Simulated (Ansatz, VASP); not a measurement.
## Two plane-wave programs on CO2

```
CELL_PARAMETERS angstrom
0.00000 2.61686 2.61686
2.61686 0.00000 2.61686
2.61686 2.61686 0.00000
ATOMIC_POSITIONS crystal
C 0.00000 0.00000 0.00000
O 0.25000 0.25000 0.25000
O 0.75000 0.75000 0.75000
```

Alike in both runs: task single point; functional PBE; k mesh 6 × 6 × 6; occupations gaussian, width 0.1 eV; no spin polarisation.

|  | VASP | Ansatz |
| --- | --- | --- |
| version | VASP 6.6.1 | Ansatz 0.2.0 |
| potentials or method | VASP PAW PBE potentials, release 64 (C, O) | scalar-relativistic, plane waves, PAW |
| plane-wave cutoff (eV) | 520 | 420 |
| valence electrons in the cell | 16 | 16 |

```csv
,VASP,Ansatz,Ansatz less VASP
gap on the k mesh at the Fermi level (eV),none,none,-
pressure (GPa),-25.1,-24.9,+0.16
```

A gap of «none» marks a metal or a gap that the smearing closes. The functional is the same, so the differences come from potentials, cutoffs and numerics.

Caveats: so large a pressure means that the cell lies far from this level's equilibrium, or that cutoff or potentials fall short (VASP).
